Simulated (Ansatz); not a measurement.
TiO2:

```
Ti O
1.0
     4.59984    0.00000    0.00000
     0.00000    4.59984    0.00000
     0.00000    0.00000    2.95921
Ti O
2 4
Direct
  0.00000 0.00000 0.50000
  0.50000 0.50000 0.00000
  0.30432 0.30432 0.50000
  0.19568 0.80432 0.00000
  0.80432 0.19568 0.00000
  0.69568 0.69568 0.50000
```

The cell is a database's computed one.

```yaml
Program: Ansatz 0.2.0
Task: relaxation of cell and atoms
Functional: PBE
Potentials_or_basis: Ansatz PAW
Cutoff: "420 eV (not typed: the program's choice for these potentials)"
k_mesh: 6 × 6 × 9
Occupations: fermi-dirac, width 0.05 eV
Spin: no spin polarisation
```

At the start: volume 10.44 Å³/atom.

Where does the relaxation end?

It ends after 8 steps and the volume is 10.65 Å³/atom (+2.1 %); space group P4_2/mnm (No. 136, to 0.05 Å).

Step by step:
```tsv
step	energy change (eV)	largest force (eV/Å)	volume (Å³)
1	0.0000	0.0041	62.61
2	-0.0107	0.0693	63.45
3	-0.0110	0.0390	63.81
4	-0.0112	0.0074	63.84
5	-0.0112	0.0016	63.84
6	-0.0176	0.0014	63.84
7	-0.0174	0.0001	63.90
8	-0.0176	0.0000	63.90
```

Final structure:
```
Ti O
1.0
     4.64332    0.00000    0.00000
     0.00000    4.64332    0.00000
     0.00000    0.00000    2.96386
Ti O
2 4
Direct
  0.00000 0.00000 0.50000
  0.50000 0.50000 0.00000
  0.30513 0.30513 0.50000
  0.19487 0.80513 0.00000
  0.80513 0.19487 0.00000
  0.69487 0.69487 0.50000
```

Caveat: the plane-wave basis is chosen anew once the cell has moved, so the energies of steps on either side of that aren't comparable; the pressure holds a Pulay correction of +0.7 GPa for the finite cutoff.
